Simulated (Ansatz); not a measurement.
**Bi: one input, then a changed one**

The geometry is COD entry 9011614, unchecked; take it as a test cell. The listed cell was then made from it by scaling, straining or moving an atom.

First run: DFT, PBE, PAW with Ansatz's default frozen-core files, scalar-relativistic (Ansatz 0.2.0).

Command: `ansatz run input.yaml --threads 1 --pin off --max-ram 2048MiB --backend cpu --events-out ev --progress --plain --runs-dir out` The run took 20 s on 1 thread of Arm Neoverse V1 (shared host), peak memory 0.57 GiB.

```yaml
crystal:
  lattice:
    - [4.5390002997, 0.0, 0.0]
    - [-2.2695001499, 3.9308895674, 0.0]
    - [0.0, 0.0, 11.829]
  atoms:
    - { symbol: Bi, position: [0.3773958992, 0.6666666667, 0.25] }
    - { symbol: Bi, position: [0.6666666667, 0.3333333333, 0.75] }
kpoints:
  mp_grid: { grid: [9, 9, 3] }
scf:
  occupations: { method: fermi_dirac, width: 0.03 }
hamiltonian:
  xc: pbe
  pseudopotentials: { kind: paw }
output:
  forces: true
  stress: true
  eigenvalues: true
  efg: { contact_densities: true }
```

Result: converged; pressure -3.27 GPa; no gap on the k mesh; 7 SCF iterations.

Spin–orbit coupling is left out, though it moves levels of the heavy atoms by tenths of an eV or more.

The input is then changed:

```diff
@@ -8,5 +8,5 @@
     - { symbol: Bi, position: [0.6666666667, 0.3333333333, 0.75] }
 kpoints:
-  mp_grid: { grid: [9, 9, 3] }
+  mp_grid: { grid: [6, 6, 2] }
 scf:
   occupations: { method: fermi_dirac, width: 0.03 }
@@ -19,3 +19,9 @@
   eigenvalues: true
   efg: { contact_densities: true }
+  write_density: true
+  write_potential: true
+  elf: true
+  volumetric_format: npy
+basis:
+  xc_grid: 3
```

Task: What does the second run give?

Result: It converged; energy at zero smearing +24.7 meV/atom from the first run; pressure -3.20 GPa; largest force 0.004 eV/Å; no gap on the k mesh; 8 SCF iterations. Some of these settings are too coarse for converged properties.
